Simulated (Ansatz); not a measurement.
Crystal: Sb.

```
CELL_PARAMETERS angstrom
-1.57654 1.57654 2.71194
1.57654 -1.57654 2.71194
1.57654 1.57654 -2.71194
ATOMIC_POSITIONS crystal
Sb 0.00000 0.00000 0.00000
```

This isn't the form of Sb at room conditions, which is rhombohedral.

| Property | Result |
| --- | --- |
| Program | Ansatz 0.2.0 |
| Task | relaxation of cell and atoms |
| Functional | RPBE |
| Dispersion | D4 |
| Potentials or basis | Ansatz PAW |
| Cutoff | 420 eV (not typed: the program's choice for these potentials) |
| k mesh | 12 × 12 × 12 |
| Occupations | fermi-dirac, width 0.05 eV |
| Spin | no spin polarisation |

At the start: volume 26.96 Å³/atom.

Q: Where does the relaxation end?

A: It ends after 7 steps and the volume is 25.79 Å³/atom (-4.4 %); space group I4/mmm (No. 139, to 0.05 Å).

Step by step:
```
step  energy change (eV)  largest force (eV/Å)  volume (Å³)
   1              0.0000                0.0000        26.96
   2             -0.0090                0.0000        25.44
   3             -0.0120                0.0000        25.81
   4             -0.0142                0.0000        25.91
   5             -0.0145                0.0000        25.82
   6             -0.0145                0.0000        25.79
   7             -0.0142                0.0000        25.79
```

Final structure:
```
Sb
1.0
    -1.57988    1.57988    2.58262
     1.57988   -1.57988    2.58262
     1.57988    1.57988   -2.58262
Sb
1
Direct
  0.00000 0.00000 0.00000
```

Caveat: the plane-wave basis is chosen anew once the cell has moved, so the energies of steps on either side of that aren't comparable; pairwise dispersion overbinds metals, which lowers pressure and volume; the PAW data sets come from PBE, with cores solved anew for the run's functional, which leaves a small shift of forces and pressure.
